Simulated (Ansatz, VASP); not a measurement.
## Al in VASP and in Ansatz

The input INCAR:

```
SYSTEM = Al
PREC = Accurate
ENCUT = 520
EDIFF = 1E-7
ISMEAR = -1
SIGMA = 0.05
LREAL = .False.
LASPH = .True.
NELM = 100
ALGO = Normal
ISIF = 2
LWAVE = .False.
LCHARG = .False.
GGA = PS
NBANDS = 8
```

KPOINTS

```
Automatic mesh
0
Gamma
  17 17 17
  0 0 0
```

POSCAR

```
Al
1.0
   -1.2740126623      1.2740126623      1.2740126623
    1.2740126623     -1.2740126623      1.2740126623
    1.2740126623      1.2740126623     -1.2740126623
Al
1
Direct
    0.0000000000      0.0000000000      0.0000000000
```

Input for Ansatz:

```yaml
crystal:
  lattice:
    - [-1.2740126623, 1.2740126623, 1.2740126623]
    - [1.2740126623, -1.2740126623, 1.2740126623]
    - [1.2740126623, 1.2740126623, -1.2740126623]
  atoms:
    - { symbol: Al, position: [0.0, 0.0, 0.0] }
kpoints:
  mp_grid: { grid: [17, 17, 17] }
scf:
  occupations: { method: fermi_dirac, width: 0.05 }
hamiltonian:
  xc: pbesol
  pseudopotentials: { kind: all_electron, lapw: { basis_error: 0.001 } }
output:
  forces: true
  stress: true
  eigenvalues: true
  populations: true
```

Change from the starting cell: volume scaled by 0.5, LAPW.

Alike in both runs: task single point; functional PBEsol; k mesh 17 × 17 × 17; occupations fermi-dirac, width 0.05 eV; no spin polarisation.

|  | VASP | Ansatz |
| --- | --- | --- |
| version | VASP 6.6.1 | Ansatz 0.2.0 |
| potentials or method | VASP PAW PBE potentials, release 64 (Al) | all-electron LAPW, scalar-relativistic |
| plane-wave cutoff (eV) | 520 | see its input |

```tsv
	VASP	Ansatz	Ansatz less VASP
pressure (GPa)	215.5	212.4	-3.18
```

Ansatz ran all-electron here, so the differences hold the error of VASP's frozen core and of both bases.

Caveats: the cell as given lies far from equilibrium; so large a pressure means that the cell lies far from this level's equilibrium, or that cutoff or potentials fall short (VASP); the potentials were made for another functional, which shifts forces and pressure (VASP).
